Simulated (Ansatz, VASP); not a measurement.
**ZnSe: VASP beside Ansatz**

File POSCAR:

```
ZnSe
1.0
    0.0000000000      2.8324206815      2.8324206815
    2.8324206815      0.0000000000      2.8324206815
    2.8324206815      2.8324206815      0.0000000000
Zn Se
1 1
Direct
    0.0000000000      0.0000000000      0.0000000000
    0.2500000000      0.2500000000      0.2500000000
```

INCAR.step1

```
SYSTEM = ZnSe
PREC     = Accurate       ! precision mode
ENCUT    = 520            ! plane-wave cutoff, eV
ISMEAR   = 0              ! smearing method
SIGMA    = 0.01           ! smearing width, eV
LREAL    = .FALSE.        ! projectors in reciprocal space
LASPH    = .TRUE.         ! aspherical terms in the spheres
NELM     = 80             ! most SCF steps
NBANDS   = 16             ! bands
GGA      = PE             ! functional
ALGO     = Normal         ! electronic algorithm
EDIFF    = 1E-4           ! SCF threshold, eV
LWAVE    = .TRUE.         ! write WAVECAR
LCHARG   = .FALSE.        ! write CHGCAR
```

The input INCAR.step2:

```
SYSTEM = ZnSe
PREC     = Accurate       ! precision mode
ENCUT    = 520            ! plane-wave cutoff, eV
EDIFF    = 1E-6           ! SCF threshold, eV
ISMEAR   = 0              ! smearing method
SIGMA    = 0.01           ! smearing width, eV
LREAL    = .FALSE.        ! projectors in reciprocal space
LASPH    = .TRUE.         ! aspherical terms in the spheres
NELM     = 80             ! most SCF steps
ALGO     = Normal         ! electronic algorithm
ISIF     = 2              ! what is computed and relaxed
LWAVE    = .FALSE.        ! write WAVECAR
LCHARG   = .FALSE.        ! write CHGCAR
METAGGA  = R2SCAN         ! meta-GGA
LMIXTAU  = .TRUE.       
NBANDS   = 16             ! bands
ISTART   = 1
```

The input KPOINTS:

```
regular mesh
0
G
  6 6 6
  0 0 0
```

Input for Ansatz:

```yaml
crystal:
  lattice:
    - [0.0, 2.8324206815, 2.8324206815]
    - [2.8324206815, 0.0, 2.8324206815]
    - [2.8324206815, 2.8324206815, 0.0]
  atoms:
    - { symbol: Zn, position: [0.0, 0.0, 0.0] }
    - { symbol: Se, position: [0.25, 0.25, 0.25] }
kpoints:
  mp_grid: { grid: [6, 6, 6] }
hamiltonian:
  xc: r2scan
scf:
  occupations: { method: fixed }
  n_extra_bands: 4
output:
  forces: true
  stress: true
  eigenvalues: true
```

Alike in both runs: task single point; functional r2SCAN; k mesh 6 × 6 × 6; no spin polarisation.

|  | VASP | Ansatz |
| --- | --- | --- |
| version | VASP 6.6.1 | Ansatz 0.2.0 |
| potentials or method | VASP PAW PBE potentials, release 64 (Zn, Se) | plane waves, PAW |
| plane-wave cutoff (eV) | 520 | 500 |
| occupations | gaussian, width 0.01 eV | fixed |
| valence electrons in the cell | 18 | 28 |

```csv
,VASP,Ansatz,Ansatz less VASP
gap on the k mesh at the Fermi level (eV),1.87,1.87,-0.004
pressure (GPa),0.1,0.0,-0.10
```

The two sets of potentials don't hold the same shells in valence.

Caveats: the PAW data sets were made with another functional, which shifts forces and pressure a little (VASP).
